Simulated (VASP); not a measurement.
Input of a VASP 6.6.1 run:

Contents of INCAR:

```
SYSTEM = InP
PREC = Accurate ; ENCUT = 600
EDIFF = 1E-7 ; ISMEAR = 0
SIGMA = 0.03 ; LREAL = .False.
LASPH = .True. ; NELM = 80
ALGO = Normal ; ISIF = 3
LWAVE = .False. ; LCHARG = .False.
GGA = PS ; IBRION = 2
NSW = 90 ; EDIFFG = -0.005
KPAR = 4
```

The input KPOINTS:

```
Automatic mesh
0
Gamma
  8 8 8
  0 0 0
```

The input POSCAR:

```
InP                                     
1.0
   -0.0000000000      2.9393308167      2.9393308167
    2.9393308167     -0.0000000000      2.9393308167
    2.9393308167      2.9393308167      0.0000000000
  In              P             
     1     1
Direct
     0.0000000000000000    0.0000000000000000    0.0000000000000000
     0.2500000000000000    0.2500000000000000    0.2500000000000000
```

Potentials or basis: VASP PAW PBE potentials, release 64 (In_d, P).

Run with:

```bash
$ cat potpaw_PBE.64/In_d/POTCAR potpaw_PBE.64/P/POTCAR > POTCAR
$ mpirun -np 4 vasp_std > vasp.out
```

(1) Predict the band gap on the k mesh.

## Answers

(1) 0.57 eV, direct.

Caveat: the relaxation stopped at its first step, so nothing moved; spin-orbit coupling is left out, which moves the levels of the heavy elements.
